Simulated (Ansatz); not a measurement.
# Ge (P-1) in Ansatz: convergence with smearing width

Aim: find how far smearing width must go before the results for Ge settle, at PBEsol. This setting moves, with any that are tied to it; all else stays.

Everything below comes from runs of Ansatz 0.2.0. Logs are shortened: lines on timing, memory, paths and dates and some standing lists are left out, and cuts for length are marked.

## (1) The structure

The typed cell holds 1 atom: a = 2.981 Å, b = 2.963 Å, c = 2.914 Å, α = 61.22°, β = 60.32°, γ = 60.50°.

This isn't the form of Ge at room conditions, which is diamond.

## (2) With smearing width 0.3 eV

Input file input.yaml:

```yaml
crystal:
  lattice:
    - [-0.0282083, 2.10199665, 2.11345782]
    - [2.07162474, -0.03255139, 2.11780091]
    - [2.04296056, 2.07767556, -0.00388721]
  atoms:
    - { symbol: Ge, position: [0.0, 0.0, 0.0] }
hamiltonian:
  xc: pbesol
  pseudopotentials: { kind: paw }
kpoints:
  mp_grid: { grid: [8, 8, 8] }
scf:
  occupations: { method: cold, width: 0.3 }
output:
  forces: true
  stress: true
  eigenvalues: true
```

Potentials or basis: Ansatz PAW.

The run is started by

```console
$ ansatz run input.yaml --threads 2 --pin off --max-ram 5632MiB --backend cpu --events-out ev --progress --plain --runs-dir out
```

The program printed:

```text
Warning: RAYON_NUM_THREADS=2 ignored (pool sized by the plan → 2); use --threads N
Engine: ansatz 0.2.0, aarch64-unknown-linux-gnu
Pseudopotentials: kind: paw
Pseudopotential: Ge, paw, valence charge 14, recommended cutoff 420 eV (normal), Ge.paw.azcp
Functional definition: PBEsol
  exchange = pbesol_x
  correlation = pbesol_c
Crystal: 1 atoms, lattice volume = 18.473 Å³
Basis set: ecut = 420 eV, 339 PW (Γ), exchange–correlation on 40×40×40 points (8 copies of the dense FFT grid, shifted against one another)
Bands: 11, of which v1, the nominal top of the filled ones, is band 7 counted from 1 (6 counted from 0)
Symmetry: 2 space group operations
Space group: P-1 (ITA 2), of the structure as read, at distance tolerance 2.6e-5 Å
k-points: 260 of 512
Non-local potential: Ge, projectors of the file, l = 0: 2, l = 1: 2, l = 2: 3, l = 3: 1
PAW form: soft (Blöchl's): semilocal exchange-correlation on the pseudo side does not see the compensation charge
PAW frozen core: Ge, regenerated for the run's functional, and the local potential with it (the file was generated under x = pbe(κ = 0.804, μ = 0.2195149727645171), c = pbe(β = 0.06672455060314922))
PAW one-centre angular grid: Ge, 590 points (default); XC on 64 Gauss nodes
Initial density: superposition of atomic densities (neutral atoms: chi_scale 0, normalization atom), corrected by the library's trained network
Initial wavefunctions: pseudopotential atomic-orbital guess
Functional: x = pbesol(κ = 0.804, μ = 0.12345679012345678), c = pbesol(β = 0.046)
SCF iter   1: F=—  HF=-4253.236070 eV  |F-HF|=—  |Δ(HF+E_count)|=         —  Δρ=2.02e-3  dr2=2.59e-4  ethr=1.77e-3  ⟨swp⟩=5.0  Hψ=14825  notcnv=0
preconditioner: auto → none  [metal: Δε(μ)=0.025 eV  Ē_g=27.079 eV  σ=0.300 eV  W_gap=0.06  n_scr=4 (ndim 8)  ℏωp=32.3 eV  f_vac=0.000  D(μ)=0.42/eV (n_scr^D=0)  sad-step TF]
SCF iter   2: F=—  HF=-4253.235764 eV  |F-HF|=—  |Δ(HF+E_count)|=   3.05e-4  S|Δr|=    0.00e0  Δρ=8.85e-4  dr2=6.17e-5  ethr=1.85e-6  ⟨swp⟩=2.0  Hψ=6647  notcnv=0
SCF iter   3: F=—  HF=-4253.235758 eV  |F-HF|=—  |Δ(HF+E_count)|=   6.06e-6  S|Δr|=    0.00e0  Δρ=2.95e-4  dr2=6.34e-6  ethr=4.41e-7  ⟨swp⟩=1.0  Hψ=2820  notcnv=0
SCF iter   4: F=-4253.235758 eV  HF=-4253.235758 eV  |F-HF|=1.13e-8  |Δ(HF+E_count)|=   4.51e-7  S|Δr|=    0.00e0  Δρ=1.20e-5  dr2=9.82e-9  ethr=7.14e-10  ⟨swp⟩=3.6  Hψ=10997  notcnv=0
SCF 1 converged in 4 iterations: F = -4253.235758 eV  dr2 = 9.82e-9
SCF converged after 4 iterations
Stability not checked: this state was not tested for a lower state beside it, because cold or Methfessel-Paxton smearing, or corrected tetrahedra, fill the levels in a way that the test cannot read (fill_not_monotonic; see scf.lower_state_search)
Free energy (F): -4253.235758 eV
Harris-Foulkes:  -4253.235758 eV  (|F-HF|=1.13e-8)
Internal energy: -4253.232984 eV  (E = F + TS)
E sigma→0 (E₀):  -4253.234833 eV
Entropy (-TS):   -0.002774 eV (-2.774 meV/atom)
Fermi energy:    11.462700 eV
--- Per-component energies (eV) ---
  E_band       = -110.076565
  E_kinetic    = 110.649391
  E_local      = -2111.929050  (includes V_loc(G=0)·N_el)
  E_nonlocal   = 416.431666
  E_hartree    = 922.790921
  E_xc         = -75.330925
  E_vxc        = -65.047043  (∫ρ·V_xc dr)
  E_paw        = -1975.052485  (= ΣΔE_a)
  E_vpaw       = -305.765834  (= ΣTr[D̂ρ^β])
  E_aug_tail   = 0.000330  (compensation charges beyond the density's cutoff)
  E_ewald      = -1541.710768
  E_core_change = 0.917936  (= ΣΔE_core)
  E_smearing   = -0.002774  (= −TS)
  E_closure    = 0.000000  (closes the sum)
  Σ components = -4253.235758   (vs F -4253.235758, Δ=0.00e0)
--- Forces (eV/Å), atoms counted from 1 ---
  atom   1  Ge     0.00000000     0.00000000     0.00000000
  max |Σ_I F_I| component: 0.00e0 eV/Å
--- Stress (GPa, compression-positive) ---
        0.230577      -0.834817      -0.118539
       -0.834816       0.708907      -0.076368
       -0.118539      -0.076368       0.926787
  P = ⅓ Tr σ = 0.6221 GPa (6.221 kbar)
--- Band table (eV; the first three rows and the last of 260) ---
  k-point 0: bands = ["-13.4021", "-13.3993", "-13.3870", "-13.3456", "-13.3381", "-2.0629", "20.1263", "20.4715", "20.8518", "25.0154", "25.2991"]
  k-point 1: bands = ["-13.3963", "-13.3906", "-13.3837", "-13.3458", "-13.3391", "-1.6591", "17.5405", "19.6252", "19.9791", "24.1322", "25.9959"]
  k-point 2: bands = ["-13.3953", "-13.3838", "-13.3772", "-13.3304", "-13.3293", "-0.4489", "12.7380", "18.8329", "19.0346", "23.4533", "25.8246"]
  k-point 259: bands = ["-13.4010", "-13.3942", "-13.3860", "-13.2942", "-13.2857", "3.5640", "5.6701", "17.9768", "18.3130", "23.3087", "23.7612"]
```

Wall time 1.1 s (2 threads of Arm Neoverse V2, shared host); peak memory 0.32 GiB.

Results:

```
Free energy            : -4253.2358 eV
Pressure               : 0.6 GPa
Band gap on the k mesh : none (metal or under the smearing width)
```

## (3) With smearing width 0.2 eV

Changes to input.yaml since step 2:

```diff
@@ -13,3 +13,3 @@
 scf:
-  occupations: { method: cold, width: 0.3 }
+  occupations: { method: cold, width: 0.2 }
 output:
```

Potentials or basis: Ansatz PAW.

The run is started by

```console
$ ansatz run input.yaml --threads 2 --pin off --max-ram 5632MiB --backend cpu --events-out ev --progress --plain --runs-dir out
```

Wall time 1.1 s (2 threads of Arm Neoverse V2, shared host); peak memory 0.32 GiB.

What came out:

| Quantity | Value |
| --- | --- |
| Free energy | -4253.2353 eV |
| Pressure | 0.6 GPa |
| Band gap on the k mesh | none (metal or under the smearing width) |

## (4) With smearing width 0.15 eV

Changes to input.yaml since step 3:

```diff
@@ -13,3 +13,3 @@
 scf:
-  occupations: { method: cold, width: 0.2 }
+  occupations: { method: cold, width: 0.15 }
 output:
```

The run is started by

```console
$ ansatz run input.yaml --threads 2 --pin off --max-ram 5632MiB --backend cpu --events-out ev --progress --plain --runs-dir out
```

Run time: 1.2 s. Hardware: 2 threads of Arm Neoverse V2, shared host; peak memory 0.32 GiB.

Results:

- Free energy: -4253.2353 eV
- Pressure: 0.6 GPa
- Band gap on the k mesh: none (metal or under the smearing width)

## (5) With smearing width 0.1 eV

Changes to input.yaml since step 4:

```diff
@@ -13,3 +13,3 @@
 scf:
-  occupations: { method: cold, width: 0.15 }
+  occupations: { method: cold, width: 0.1 }
 output:
```

The run is started by

```console
$ ansatz run input.yaml --threads 2 --pin off --max-ram 5632MiB --backend cpu --events-out ev --progress --plain --runs-dir out
```

It took 1.2 s on 2 threads of Arm Neoverse V2, shared host; peak memory 0.32 GiB.

What came out:

| Item | Value |
| --- | --- |
| Free energy | -4253.2352 eV |
| Pressure | 0.6 GPa |
| Band gap on the k mesh | none (metal or under the smearing width) |

## (6) With smearing width 0.05 eV

Changes to input.yaml since step 5:

```diff
@@ -13,3 +13,3 @@
 scf:
-  occupations: { method: cold, width: 0.1 }
+  occupations: { method: cold, width: 0.05 }
 output:
```

Potentials or basis: Ansatz PAW.

The run is started by

```console
$ ansatz run input.yaml --threads 2 --pin off --max-ram 5632MiB --backend cpu --events-out ev --progress --plain --runs-dir out
```

It took 1.2 s on 2 threads of Arm Neoverse V2, shared host; peak memory 0.32 GiB.

The run converged. Its results:

* Free energy: -4253.2350 eV
* Pressure: 0.6 GPa
* Band gap on the k mesh: none (metal or under the smearing width)

## (7) With smearing width 0.025 eV

Changes to input.yaml since step 6:

```diff
@@ -13,3 +13,3 @@
 scf:
-  occupations: { method: cold, width: 0.05 }
+  occupations: { method: cold, width: 0.025 }
 output:
```

The run is started by

```console
$ ansatz run input.yaml --threads 2 --pin off --max-ram 5632MiB --backend cpu --events-out ev --progress --plain --runs-dir out
```

Run time: 1.2 s. Hardware: 2 threads of Arm Neoverse V2, shared host; peak memory 0.32 GiB.

Results (log left out):

| Property | Result |
| --- | --- |
| Free energy | -4253.2350 eV |
| Pressure | 0.6 GPa |
| Band gap on the k mesh | none (metal or under the smearing width) |

## (8) With smearing width 0.01 eV

Changes to input.yaml since step 7:

```diff
@@ -13,3 +13,3 @@
 scf:
-  occupations: { method: cold, width: 0.025 }
+  occupations: { method: cold, width: 0.01 }
 output:
```

The run is started by

```console
$ ansatz run input.yaml --threads 2 --pin off --max-ram 5632MiB --backend cpu --events-out ev --progress --plain --runs-dir out
```

Run time: 1.2 s. Hardware: 2 threads of Arm Neoverse V2, shared host; peak memory 0.32 GiB.

Results (log left out):

```
Free energy            : -4253.2349 eV
Pressure               : 0.6 GPa
Band gap on the k mesh : none (metal or under the smearing width)
```

## (9) With smearing width 0.005 eV

Changes to input.yaml since step 8:

```diff
@@ -13,3 +13,3 @@
 scf:
-  occupations: { method: cold, width: 0.01 }
+  occupations: { method: cold, width: 0.005 }
 output:
```

Potentials or basis: Ansatz PAW.

The run is started by

```console
$ ansatz run input.yaml --threads 2 --pin off --max-ram 5632MiB --backend cpu --events-out ev --progress --plain --runs-dir out
```

Run time: 1.2 s. Hardware: 2 threads of Arm Neoverse V2, shared host; peak memory 0.32 GiB.

Results (log left out):

| Item | Value |
| --- | --- |
| Free energy | -4253.2349 eV |
| Pressure | 0.6 GPa |
| Band gap on the k mesh | none (metal or under the smearing width) |

## (10) The series at a glance

```
smearing width  energy less the tightest run, at zero smearing (meV/atom)  pressure (GPa)  SCF cycles  CPU time (s)  peak memory (GiB)
        0.3 eV                                                       0.11            0.62           4           2.1               0.32
        0.2 eV                                                      -0.39            0.61           4           2.1               0.32
       0.15 eV                                                      -0.36            0.59           4           2.1               0.32
        0.1 eV                                                      -0.09            0.57           4           2.1               0.32
       0.05 eV                                                      -0.02            0.59           4           2.1               0.32
      0.025 eV                                                      -0.01            0.60           4           2.2               0.32
       0.01 eV                                                      -0.01            0.60           4           2.2               0.32
      0.005 eV                                                       0.00            0.59           4           2.2               0.32
```

Against the tightest run, the energy stays within 1 meV/atom from 0.3 eV on; the pressure stays within 0.1 GPa from 0.3 eV on. Narrower smearing needs a denser k mesh, so at a fixed mesh the narrowest width isn't the most accurate. The tightest run that finished is the yardstick and may itself not be fully converged.

Caveats: the PAW data sets come from PBE, with cores solved anew for the run's functional, which leaves a small shift of forces and pressure.
